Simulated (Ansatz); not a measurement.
Ga:

```xyz
1
Lattice="-1.3844 1.3844 2.3112 1.3844 -1.3844 2.3112 1.3844 1.3844 -2.3112" Properties=species:S:1:pos:R:3 pbc="T T T"
Ga    0.0000    0.0000    0.0000
```

This isn't the form of Ga at room conditions, which is orthorhombic.

| Property | Result |
| --- | --- |
| Program | Ansatz 0.2.0 |
| Task | relaxation of cell and atoms |
| Functional | PBE0 |
| Potentials or basis | Ansatz PAW |
| Cutoff | 420 eV (not typed: the program's choice for these potentials) |
| k mesh | 7 × 7 × 7 |
| Occupations | fermi-dirac, width 0.05 eV |
| Spin | no spin polarisation |

At the start: volume 17.72 Å³/atom.

Task: How do energy, volume and symmetry change on relaxing?

Result: It ends after 7 steps; space group I4/mmm (No. 139, to 0.05 Å).

The path:
```
step  energy change (eV)  largest force (eV/Å)  volume (Å³)
   1              0.0000                0.0000        17.72
   2             -0.0231                0.0000        18.01
   3             -0.0360                0.0000        17.65
   4             -0.0383                0.0000        17.72
   5             -0.0394                0.0000        17.73
   6             -0.0394                0.0000        17.72
   7             -0.0392                0.0000        17.72
```

Final structure:
```cif
data_structure
_symmetry_space_group_name_H-M 'P 1'
_symmetry_Int_Tables_number 1
_cell_length_a 2.9405
_cell_length_b 2.9405
_cell_length_c 2.9405
_cell_angle_alpha 120.939
_cell_angle_beta 120.939
_cell_angle_gamma 88.382
_cell_volume 17.72
loop_
_atom_site_label
_atom_site_type_symbol
_atom_site_fract_x
_atom_site_fract_y
_atom_site_fract_z
_atom_site_occupancy
Ga1 Ga 0.00000 0.00000 0.00000 1
```

Caveat: the k mesh is coarse (spacing up to 0.46 Å⁻¹), so the values aren't converged, least of all with exact exchange; the plane-wave basis is chosen anew once the cell has moved, so the energies of steps on either side of that aren't comparable; the PAW data sets come from PBE, with cores solved anew for the run's functional, which leaves a small shift of forces and pressure.
